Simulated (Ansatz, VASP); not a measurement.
**Sc2Al in VASP and in Ansatz**

```
Sc Al
1.0
    -1.56856    1.56856    6.47461
     1.56856   -1.56856    6.47461
     1.56856    1.56856   -6.47461
Sc Al
2 1
Direct
  0.65349 0.65349 0.00000
  0.34651 0.34651 0.00000
  0.00000 0.00000 0.00000
```

Alike in both runs: functional r2SCAN; k mesh 6 × 6 × 6; occupations gaussian, width 0.1 eV; no spin polarisation.

Ansatz relaxed the structure, and its values are those at the end. VASP's run is a single point on that final structure, the one shown.

|  | VASP | Ansatz |
| --- | --- | --- |
| version | VASP 6.6.1 | Ansatz 0.2.0 |
| potentials or method | VASP PAW PBE potentials, release 64 (Sc_sv, Al) | scalar-relativistic, plane waves, PAW |
| plane-wave cutoff (eV) | 520 | 500 |
| valence electrons in the cell | 25 | 25 |

|  | VASP | Ansatz | Ansatz less VASP |
| --- | --- | --- | --- |
| gap on the k mesh at the Fermi level (eV) | none | none | - |
| pressure (GPa) | 0.2 | 0.0 | -0.17 |

A gap of «none» marks a metal or a gap that the smearing closes.

Caveats: the k mesh is coarse (spacing up to 0.47 Å⁻¹), so the values aren't converged; the PAW data sets were made with another functional, which shifts forces and pressure a little (VASP).
